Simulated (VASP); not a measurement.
## GaP (F-43m) under biaxial strain in the (110) plane

How do the elastic response and the band edges of GaP follow biaxial strain in the (110) plane?

Main program and level: VASP 6.6.1; LDA; plane waves and PAW (Ga_d, P), in the first sound run; inputs show where later runs differ.

### 1. Set-up

It takes space group F-43m (No. 216, cubic). Conventional cell: a = 5.451 Å, b = 5.451 Å, c = 5.451 Å, α = 90.00°, β = 90.00°, γ = 90.00°. Nearest to Ga lie 4 P at 2.36 Å. Nearest to P lie 4 Ga at 2.36 Å. Farther neighbours are not listed.

### 2. Relax the crystal, LDA

The series starts from the cell that this level prefers, so that zero strain is near zero stress.

This step took 2 runs in a row; the last is shown.

Level: LDA; plane waves and PAW (Ga_d, P).

The input, INCAR:

```
SYSTEM = GaP
PREC = Accurate
ENCUT = 450
EDIFF = 1E-07
NELM = 120
ISMEAR = 0
SIGMA = 0.02
LREAL = .FALSE.
ALGO = Normal
GGA = CA
NBANDS = 15
LASPH = .TRUE.
LORBIT = 11
LWAVE = .FALSE.
LCHARG = .FALSE.
KPAR = 12
IBRION = 2
NSW = 40
ISIF = 3
EDIFFG = -0.005
POTIM = 0.4
```

The input, POSCAR:

```
GaP
1.0
    0.0000000000      2.6961434037      2.6961434037
    2.6961434037      0.0000000000      2.6961434037
    2.6961434037      2.6961434037      0.0000000000
Ga P
1 1
Direct
    0.0000000000      0.0000000000      0.0000000000
    0.2500000000      0.2500000000      0.2500000000
```

The input, KPOINTS:

```
Automatic mesh
0
Gamma
10 10 10
0 0 0
```

PAW data sets: Ga_d and P (LDA family, release 64).

Run with:

```bash
mpirun -np 12 vasp_std
```

Log:

```text
[banner, memory and clock lines left out]
running   12 mpi-ranks, on    1 nodes
[...]
|                                                                             |
|           W    W    AA    RRRRR   N    N  II  N    N   GGGG   !!!           |
|           W    W   A  A   R    R  NN   N  II  NN   N  G    G  !!!           |
|           W    W  A    A  R    R  N N  N  II  N N  N  G       !!!           |
|           W WW W  AAAAAA  RRRRR   N  N N  II  N  N N  G  GGG   !            |
|           WW  WW  A    A  R   R   N   NN  II  N   NN  G    G                |
|           W    W  A    A  R    R  N    N  II  N    N   GGGG   !!!           |
|                                                                             |
|     For optimal performance we recommend to set                             |
|       NCORE = 2 up to number-of-cores-per-socket                            |
|     NCORE specifies how many cores store one orbital (NPAR=cpu/NCORE).      |
|     This setting can greatly improve the performance of VASP for DFT.       |
[...]
|     Unfortunately you need to use the default for GW and RPA                |
|     calculations (for HF NCORE is supported but not extensively tested      |
|     yet).                                                                   |
|                                                                             |

 LDA part: xc-table for (Slater(with rela. corr.)+CA(PZ))
 , standard interpolation
 POSCAR, INCAR and KPOINTS ok, starting setup
[...]
entering main loop
       N       E                     dE             d eps       ncg     rms          rms(c)
DAV:   1     0.786215806443E+02    0.78622E+02   -0.84974E+03  1418   0.160E+03
DAV:   2    -0.460074842235E+01   -0.83222E+02   -0.79840E+02  1592   0.311E+02
DAV:   3    -0.106835581124E+02   -0.60828E+01   -0.60583E+01  1809   0.682E+01
DAV:   4    -0.107835864633E+02   -0.10003E+00   -0.10000E+00  1678   0.948E+00
[...]
DAV:  11    -0.104526466005E+02   -0.60949E-05   -0.89448E-06  1772   0.444E-02    0.752E-03
DAV:  12    -0.104526463943E+02    0.20619E-06   -0.51934E-07  1747   0.794E-03    0.506E-03
DAV:  13    -0.104526463695E+02    0.24794E-07   -0.21151E-07  1633   0.470E-03
   1 F= -.10452646E+02 E0= -.10452646E+02  d E =-.104526E+02
[...]
reached required accuracy - stopping structural energy minimisation
```

Run time: 3 s. Hardware: 12 MPI ranks of Intel Xeon 6975P-C (Granite Rapids), shared host; peak memory 1.8 GiB.

Lines that name or quote the potential files are left out of all logs, and their timing lines are given in words.

OUTCAR, selected parts (step 2):

```text
  Total       -0.0013630     -0.0013630     -0.0013630      0.0000000      0.0000000      0.0000000
  in kB       -0.0557117     -0.0557117     -0.0557117      0.0000000      0.0000000      0.0000000
  external PRESSURE =      -0.0557117 kB  Pullay stress =       0.0000000 kB

 POSITION                                       TOTAL-FORCE (eV/Angst)
 -----------------------------------------------------------------------------------
      0.00000      0.00000      0.00000        -0.000000     -0.000000     -0.000000
      1.34807      1.34807      1.34807         0.000000      0.000000      0.000000
 -----------------------------------------------------------------------------------
    total drift:                                0.000000      0.000000      0.000000

  FREE ENERGIE OF THE ION-ELECTRON SYSTEM (eV)
  ---------------------------------------------------
  free  energy   TOTEN  =       -10.4526463695 eV

  energy  without entropy=      -10.4526463695  energy(sigma->0) =      -10.45264637

 reached required accuracy - stopping structural energy minimisation

[... 3 further parts left out ...]
[key lines of the parts left out:]
E-fermi :   4.9467
```

Numbers from this step:

| Property | Result |
| --- | --- |
| energy(sigma→0) of the program | -10.4526 eV |
| stress, compression positive | -0.01 along [110], -0.01 across it (mean), GPa |
| volume | 39.198 Å³ |
| ionic steps | 1 |

### 3. Strain along the normal, LDA

One member in full: the plane is strained by -0.5 %, and the strain along the normal is moved by secant steps until the normal stress is under 0.012 GPa or five steps are spent; the atoms relax at each step.

This step took 3 runs, each at a new trial strain with the atoms of the one before; the last is shown.

Level: LDA; plane waves and PAW (Ga_d, P); cell typed or built by script.

Changes to INCAR since step 2:

```diff
@@ -15,7 +15,7 @@
 LCHARG = .FALSE.
-KPAR = 12
-IBRION = 2
-NSW = 40
-ISIF = 3
-EDIFFG = -0.005
-POTIM = 0.4
+KPAR = 3
+IBRION = 1
+NSW = 25
+ISIF = 2
+EDIFFG = -0.004
+POTIM = 0.3
```

The input, POSCAR:

```
GaP
1.0
    0.0105185710      2.6931812580      2.6826626870
    2.6931812580      0.0105185710      2.6826626870
    2.7036998290      2.7036998290      0.0000000000
Ga P
1 1
Direct
    0.0005897998      0.0005897998      0.9994102002
    0.2494102002      0.2494102002      0.2505897998
```

KPOINTS is that of step 2.

Run with:

```bash
mpirun -np 3 vasp_std
```

Log:

```text
[banner, memory and clock lines left out]
running    3 mpi-ranks, on    1 nodes
[...]
LDA part: xc-table for (Slater(with rela. corr.)+CA(PZ))
 , standard interpolation
 POSCAR, INCAR and KPOINTS ok, starting setup
[...]
entering main loop
       N       E                     dE             d eps       ncg     rms          rms(c)
DAV:   1     0.749418122508E+02    0.74942E+02   -0.85617E+03  5305   0.160E+03
DAV:   2    -0.498628452854E+01   -0.79928E+02   -0.76415E+02  5767   0.299E+02
DAV:   3    -0.106938367724E+02   -0.57076E+01   -0.56875E+01  6474   0.657E+01
DAV:   4    -0.107860214857E+02   -0.92185E-01   -0.92160E-01  6357   0.907E+00
[...]
DAV:  11    -0.104512712088E+02   -0.60336E-05   -0.90140E-06  6537   0.448E-02    0.766E-03
DAV:  12    -0.104512709889E+02    0.21995E-06   -0.54766E-07  6351   0.827E-03    0.508E-03
DAV:  13    -0.104512709672E+02    0.21614E-07   -0.20440E-07  5980   0.455E-03
   1 F= -.10451271E+02 E0= -.10451271E+02  d E =-.104513E+02
 BRION: g(F)=  0.153E-06 g(S)=  0.000E+00
 reached required accuracy - stopping structural energy minimisation
```

Wall time 16 s (3 MPI ranks); peak memory 0.54 GiB.

From OUTCAR (step 3):

```text
  Total        0.1346791      0.1346791      0.2074976     -0.1340702      0.0000000      0.0000000
  in kB        5.5448536      5.5448536      8.5428567     -5.5197878      0.0000000      0.0000000
  external PRESSURE =       6.5441879 kB  Pullay stress =       0.0000000 kB

 POSITION                                       TOTAL-FORCE (eV/Angst)
 -----------------------------------------------------------------------------------
      2.70370      2.70370      0.00316        -0.000000     -0.000000     -0.001624
      1.35185      1.35185      1.33817         0.000000      0.000000      0.001624
 -----------------------------------------------------------------------------------
    total drift:                                0.000000      0.000000      0.000102

  FREE ENERGIE OF THE ION-ELECTRON SYSTEM (eV)
  ---------------------------------------------------
  free  energy   TOTEN  =       -10.4512709672 eV

  energy  without entropy=      -10.4512709672  energy(sigma->0) =      -10.45127097

[... 1 part as in an earlier step ...]

[... 3 further parts left out ...]
[key lines of the parts left out:]
E-fermi :   5.0726
```

This run gave:

- energy(sigma→0) of the program: -10.4513 eV
- stress, compression positive: 0.00 along [110], 0.98 across it (mean), GPa
- ionic steps: 1

### 4. Band edges, TB-mBJ with spin-orbit coupling

Short lines in KPOINTS_OPT sample the zone centre along and across the normal of the plane, for masses, and the other valleys.

Level: TB-mBJ, spin-orbit coupling; plane waves and PAW (Ga_d, P); cell typed or built by script.

TB-mBJ has no energy functional, so the total energy, stress and pressure in this output mean nothing.

The input, INCAR:

```
SYSTEM = GaP
PREC = Accurate
ENCUT = 450
EDIFF = 1E-06
NELM = 150
ISMEAR = 0
SIGMA = 0.02
LREAL = .FALSE.
ALGO = Normal
METAGGA = MBJ
LASPH = .TRUE.
LNONCOLLINEAR = .TRUE.
MAGMOM = 0 0 0 0 0 0
NBANDS = 28
GGA_COMPAT = .FALSE.
LSORBIT = .TRUE.
LWAVE = .FALSE.
LCHARG = .FALSE.
KPAR = 3
```

POSCAR is that of step 3.

The input, KPOINTS:

```
Automatic mesh
0
Gamma
8 8 8
0 0 0
```

The input, KPOINTS_OPT:

```
Line mode
6
Line-mode
Reciprocal
  0.00000000   0.00000000   0.00000000
  0.01521366   0.01521366   0.03042731

  0.00000000   0.00000000   0.00000000
 -0.01509528   0.01509528   0.00000000

  0.31000000   0.31000000   0.00000000
  0.50000000   0.50000000   0.00000000

  0.00000000   0.31000000   0.31000000
  0.00000000   0.50000000   0.50000000

  0.45000000   0.45000000   0.45000000
  0.50000000   0.50000000   0.50000000

  0.45000000   0.00000000   0.00000000
  0.50000000   0.00000000   0.00000000

  0.42500000   0.42500000   0.00000000
  0.42508370   0.44643166   0.02151536

  0.50000000   0.50000000   0.50000000
  0.48490472   0.51509528   0.50000000
```

Run with:

```bash
mpirun -np 3 vasp_ncl
```

Log:

```text
[banner, memory and clock lines left out]
running    3 mpi-ranks, on    1 nodes
[...]
|                                                                             |
|               ----> ADVICE to this user running VASP <----                  |
|                                                                             |
|     You enforced a specific xc type in the INCAR file but a different       |
|     [... a line on the potential file left out ...]
|     I HOPE YOU KNOW WHAT YOU ARE DOING!                                     |
|                                                                             |

 LDA part: xc-table for (None), standard interpolation
 POSCAR, INCAR and KPOINTS ok, starting setup
[...]
entering main loop
       N       E                     dE             d eps       ncg     rms          rms(c)
DAV:   1     0.934196622420E+02    0.93420E+02   -0.78152E+03  9836   0.173E+03
DAV:   2    -0.162642615601E+02   -0.10968E+03   -0.10428E+03  9780   0.394E+02
DAV:   3    -0.294056459325E+02   -0.13141E+02   -0.12954E+02 10900   0.109E+02
DAV:   4    -0.298027883761E+02   -0.39714E+00   -0.39604E+00 11304   0.196E+01
[...]
DAV:  34    -0.282161275117E+02   -0.81990E-05   -0.47357E-11  4888   0.742E-05    0.110E-05
DAV:  35    -0.282161307062E+02   -0.31944E-05   -0.19103E-11  4864   0.463E-05    0.132E-05
DAV:  36    -0.282161314928E+02   -0.78661E-06   -0.61076E-12  4888   0.260E-05
   1 F= -.28216131E+02 E0= -.28216131E+02  d E =-.117430E-13  mag=    -0.0000     0.0000     0.0000
 Start KPOINTS_OPT (optional k-point list driver)
k-point batch [1-48\48]
       N       E                     dE             ncg
DAV:   1     0.216749231015E+04   -0.16949E+05     2892
DAV:   2    -0.328431925899E+04   -0.54518E+04     2820
DAV:   3    -0.397453907579E+04   -0.69022E+03     3244
DAV:   4    -0.399563903626E+04   -0.21100E+02     3152
DAV:   5    -0.399612239150E+04   -0.48336E+00     3364
DAV:   6    -0.399614313667E+04   -0.20745E-01     3944
DAV:   7    -0.399614350133E+04   -0.36466E-03     3556
DAV:   8    -0.399614350395E+04   -0.26215E-05     2580
DAV:   9    -0.399614350425E+04   -0.30564E-06     2228
```

Wall time 5.2 min (3 MPI ranks); peak memory 1.6 GiB.

Parts of OUTCAR (step 4):

```text
  LATTYP: Found a body centered orthorhombic cell.
 ALAT       =     3.7938579552
 B/A-ratio  =     1.0078418886
 C/A-ratio  =     1.4142135624

 Subroutine GETGRP returns: Found  4 space group operations
 (whereof  4 operations were pure point group operations)

The static configuration has the point symmetry C_2v.

 Found    164 irreducible k-points:

   k-points           NKPTS =    164   k-points in BZ     NKDIM =    164   number of bands    NBANDS=     28

   dimension x,y,z NGX =    28 NGY =   28 NGZ =   28
   dimension x,y,z NGXF=    56 NGYF=   56 NGZF=   56

   ENCUT  =  450.0 eV  33.07 Ry    5.75 a.u.   6.58  6.58  6.61*2*pi/ulx,y,z

   NELECT =      18.0000    total number of electrons

 E-fermi :   5.1528

 k-point     1 :       0.0000    0.0000    0.0000
  band No.  band energies     occupation
    ...
     14       4.9466      1.00000
     15       5.0293      1.00000
     16       5.0293      1.00000
     17       5.0604      1.00000
     18       5.0604      1.00000
     19       8.2817      0.00000
     20       8.2817      0.00000
     21       9.4964      0.00000
     22       9.4964      0.00000
     23       9.6498      0.00000
    ...

 k-point     2 :       0.1250    0.0000    0.0000
  band No.  band energies     occupation
    ...
     14       3.6191      1.00000
     15       4.7400      1.00000
     16       4.7406      1.00000
     17       4.8216      1.00000
     18       4.8248      1.00000
     19       8.6113      0.00000
     20       8.6125      0.00000
     21       9.8860      0.00000
     22       9.8907      0.00000
     23      10.0148      0.00000
    ...

  Total      -93.3940046    -93.3940046    -93.2669219     -0.1549324     -0.0000000     -0.0000000
  in kB    -3845.1118127  -3845.1118127  -3839.8797084     -6.3787008     -0.0000000     -0.0000000
  external PRESSURE =   -3843.3677779 kB  Pullay stress =       0.0000000 kB

 POSITION                                       TOTAL-FORCE (eV/Angst)
 -----------------------------------------------------------------------------------
      2.70370      2.70370      0.00316        -0.000000     -0.000000     -0.097708
      1.35185      1.35185      1.33817         0.000000      0.000000      0.097708
 -----------------------------------------------------------------------------------
    total drift:                                0.000001      0.000001     -0.087623

  FREE ENERGIE OF THE ION-ELECTRON SYSTEM (eV)
  ---------------------------------------------------
  free  energy   TOTEN  =       -28.2161314928 eV

  energy  without entropy=      -28.2161314928  energy(sigma->0) =      -28.21613149

 Spin-Orbit-Coupling matrix elements
 Ion:    1  E_soc:     -0.0112975
 Ion:    2  E_soc:     -0.0009359

[... 1 part as in an earlier step ...]

[... 7 further parts left out ...]
```

### 5. Band edges, r2SCAN with spin-orbit coupling

Short lines in KPOINTS_OPT sample the zone centre along and across the normal of the plane, for masses, and the other valleys.

Level: r2SCAN, spin-orbit coupling; plane waves and PAW (Ga_d, P); cell typed or built by script.

Changes to INCAR since step 4:

```diff
@@ -4,3 +4,3 @@
 EDIFF = 1E-06
-NELM = 150
+NELM = 100
 ISMEAR = 0
@@ -9,3 +9,3 @@
 ALGO = Normal
-METAGGA = MBJ
+METAGGA = R2SCAN
 LASPH = .TRUE.
```

POSCAR is that of step 4.

KPOINTS is that of step 4.

KPOINTS_OPT is that of step 4.

Run with:

```bash
mpirun -np 3 vasp_ncl
```

Log:

```text
[banner, memory and clock lines left out]
running    3 mpi-ranks, on    1 nodes
[...]
[... a notice as in an earlier step ...]

 LDA part: xc-table for (None), standard interpolation
 POSCAR, INCAR and KPOINTS ok, starting setup
[...]
entering main loop
       N       E                     dE             d eps       ncg     rms          rms(c)
DAV:   1    -0.520650195386E+02   -0.52065E+02   -0.81322E+03  9884   0.181E+03
DAV:   2    -0.167523419772E+03   -0.11546E+03   -0.10987E+03  9756   0.421E+02
DAV:   3    -0.181868460326E+03   -0.14345E+02   -0.14156E+02 10972   0.116E+02
DAV:   4    -0.182324220865E+03   -0.45576E+00   -0.45443E+00 11192   0.216E+01
[...]
DAV:  12    -0.180080605930E+03   -0.17519E-06   -0.16187E-05  9908   0.436E-02    0.498E-03
DAV:  13    -0.180080606971E+03   -0.10412E-05   -0.94862E-07  8192   0.178E-02    0.209E-03
DAV:  14    -0.180080607534E+03   -0.56332E-06   -0.14220E-07  5648   0.406E-03
   1 F= -.18008061E+03 E0= -.18008061E+03  d E =-.245119E-33  mag=    -0.0000     0.0000    -0.0000
 Start KPOINTS_OPT (optional k-point list driver)
k-point batch [1-48\48]
       N       E                     dE             ncg
DAV:   1     0.194255665949E+04   -0.17174E+05     2924
DAV:   2    -0.361594012482E+04   -0.55585E+04     2788
DAV:   3    -0.433899757115E+04   -0.72306E+03     3288
DAV:   4    -0.436247232072E+04   -0.23475E+02     3136
DAV:   5    -0.436310291759E+04   -0.63060E+00     3512
DAV:   6    -0.436313069610E+04   -0.27779E-01     3852
DAV:   7    -0.436313105106E+04   -0.35496E-03     3620
DAV:   8    -0.436313105647E+04   -0.54106E-05     2940
DAV:   9    -0.436313105681E+04   -0.33975E-06     2220
```

Elapsed: 7.4 min, on 3 MPI ranks; peak memory 1.6 GiB; 20 min of CPU time.

(Part 1 of 2 ends here.)

[Lines on the potential files, build, host, timing and source positions are cut from VASP's logs without a mark.]

[Logs are printed without paths, hosts, clocks, repeated set-up lines and the standing remarks that a program may print on its own settings, such as how far it seeks lower states.]

[Hosts, paths, dates, database ids (printed as entryN), source tags and the programs' standing remarks are cut or masked in the printed files.]

[In band tables of VASP the shares of atoms and orbitals are scaled to a sum of 1 inside the atoms' spheres.]
